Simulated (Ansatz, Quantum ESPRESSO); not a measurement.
Given: the input of a run of Ansatz 0.2.0 on AlN. Measurements of this composition are mostly on another form, of space group No. 186.

Contents of input.yaml:

```yaml
crystal:
  lattice:
    - [0.0, 2.1839935596, 2.1839935596]
    - [2.1839935596, 0.0, 2.1839935596]
    - [2.1839935596, 2.1839935596, 0.0]
  atoms:
    - { symbol: Al, position: [0.0, 0.0, 0.0] }
    - { symbol: "N", position: [0.25, 0.25, 0.25] }
kpoints:
  mp_grid: { grid: [10, 10, 10] }
scf:
  occupations: { method: fermi_dirac, width: 0.05 }
hamiltonian:
  xc: pbe
  pseudopotentials: { kind: all_electron, lapw: { basis_error: 0.001 } }
output:
  forces: true
  stress: true
relax:
  f_tol: 0.02
  max_steps: 60
  cell: {}
```

Potentials or basis: all-electron LAPW, scalar-relativistic.

Run with:

```bash
$ ansatz run input.yaml --threads 1 --pin off --max-ram 3072MiB --backend cpu --events-out ev --progress --plain --runs-dir out
```

Set up the same calculation for Quantum ESPRESSO 7.5 (ASE script). Potentials or basis there: PseudoDojo 0.4.1 SR PBE standard, cutoff 1143 eV.

As run (cutoffs and basis follow the program's own potentials, and thresholds, step limits or extra output files can differ):

Contents of run.py:

```python
import numpy as np
from ase.calculators.espresso import Espresso, EspressoProfile
from ase.io import read

atoms = read('AlN.cif')

input_data = {
    'control': {'calculation': 'scf', 'prefix': 'pwscf', 'outdir': './tmp', 'tprnfor': True, 'tstress': True, 'disk_io': 'low'},
    'system': {'ecutwfc': 84.0, 'nbnd': 9, 'occupations': 'smearing', 'smearing': 'fd', 'degauss': 0.00367493},
    'electrons': {'conv_thr': 4e-10, 'electron_maxstep': 120, 'mixing_beta': 0.5},
}
pseudopotentials = {'N': 'N.upf', 'Al': 'Al.upf'}
profile = EspressoProfile(command='pw.x', pseudo_dir='pseudo')
dft = Espresso(profile=profile, input_data=input_data, pseudopotentials=pseudopotentials, kpts=(10, 10, 10), koffset=(0, 0, 0))
atoms.calc = dft

from ase.optimize import BFGS
from ase.filters import FrechetCellFilter
done = BFGS(FrechetCellFilter(atoms), trajectory='opt.traj').run(fmax=0.02, steps=30)
print('converged', done)
print('cell (A)', np.round(atoms.cell.cellpar(), 5))
print(f'energy {atoms.get_potential_energy():.8f} eV')
print('forces (eV/A)')
print(np.round(atoms.get_forces(), 6))
print('stress (eV/A^3, Voigt)')
print(np.round(atoms.get_stress(), 8))
print(f'Fermi level {dft.get_fermi_level():.4f} eV')
```

The input AlN.cif:

```cif
data_AlN
_cell_length_a 3.08863331
_cell_length_b 3.08863331
_cell_length_c 3.08863331
_cell_angle_alpha 60.00000000
_cell_angle_beta 60.00000000
_cell_angle_gamma 60.00000000
_space_group_name_H-M_alt 'P1'
_space_group_name_Hall 'P 1'
_space_group_IT_number 1
loop_
_space_group_symop_operation_xyz
'x,y,z'
loop_
_atom_site_label
_atom_site_type_symbol
_atom_site_symmetry_multiplicity
_atom_site_Wyckoff_symbol
_atom_site_fract_x
_atom_site_fract_y
_atom_site_fract_z
_atom_site_occupancy
Al1 Al 1 a 0.0000000000 0.0000000000 0.0000000000 1
N1 N 1 a 0.2500000000 0.2500000000 0.2500000000 1
```

Potentials or basis: PseudoDojo 0.4.1 SR PBE standard.

Run with:

```sh
$ OMP_NUM_THREADS=1 python run.py
```

Both were run:

|  | Ansatz | Quantum ESPRESSO |
| --- | --- | --- |
| Relaxed volume | 10.67 Å³/atom | 10.65 Å³/atom |
| Relaxed cell | a = 3.113 Å, b = 3.113 Å, c = 3.113 Å, α = 60.00°, β = 60.00°, γ = 60.00° | a = 3.111 Å, b = 3.111 Å, c = 3.111 Å, α = 60.00°, β = 60.00°, γ = 60.00° |
| Space group after relaxing | F-43m (No. 216) | F-43m (No. 216) |
| Pressure after relaxing | 0.0 GPa | 0.1 GPa |

Where Ansatz's input types no cutoff or centring, it takes its own default and a Γ-centred mesh.

Pressure is positive in compression.
